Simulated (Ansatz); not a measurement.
**Se: frozen-core PAW against all-electron methods**

```
Se
1.0
     3.68380    0.00000    0.00000
    -1.84190    3.19026    0.00000
     0.00000    0.00000    3.81281
Se
2
Cartesian
  0.0000 2.1268 0.9532
  1.8419 1.0634 2.8596
```

Atom numbers follow the list: Se1, Se2.

The cell was built from the hcp type and relaxed in the same program, and has space group P6_3/mmc; it needn't be a known or the stable phase.

All numbers are computed: DFT, PBE, PAW with Ansatz's default frozen-core files, scalar-relativistic (Ansatz 0.2.0); DFT, PBE, all-electron PAW with datasets made for the crystal, scalar-relativistic (Ansatz 0.2.0); DFT, PBE, all-electron LAPW, scalar-relativistic (Ansatz 0.2.0).

For PAW: a Γ-centred 19×19×10 k mesh, Fermi–Dirac smearing of 0.03 eV, cutoff 420 eV, no spin polarisation. The crystal-made all-electron datasets (AE datasets) take a cutoff of 180 eV at this cell. LAPW targets a basis error of 0.5 meV/atom. The Ansatz runs share mesh, smearing and spin set-up. Plane-wave (PAW) pressures include the program's estimate of the Pulay term.

Stress and pressure are positive in compression.

In a metal, gradients converge slowly with the k mesh: the values move by tens of per cent from one mesh to another, at times in sign, so only the comparison on one mesh counts.

Levels count from the Fermi level.

```
                             quantity     PAW  AE datasets    LAPW
                       pressure (GPa)    0.01         0.00    0.00
       highest filled level at H (eV)  -3.477       -3.478  -3.478
         lowest empty level at H (eV)   3.161        3.162   3.162
       highest filled level at K (eV)  -1.546       -1.546  -1.546
         lowest empty level at K (eV)   1.412        1.412   1.412
       highest filled level at M (eV)  -0.572       -0.571  -0.571
         lowest empty level at M (eV)   2.237        2.237   2.237
field gradient Vzz at Se1 (10²¹ V/m²)   12.88        12.97       –
```

PAW's pressure differs from the LAPW value by about 0.01 GPa or less.
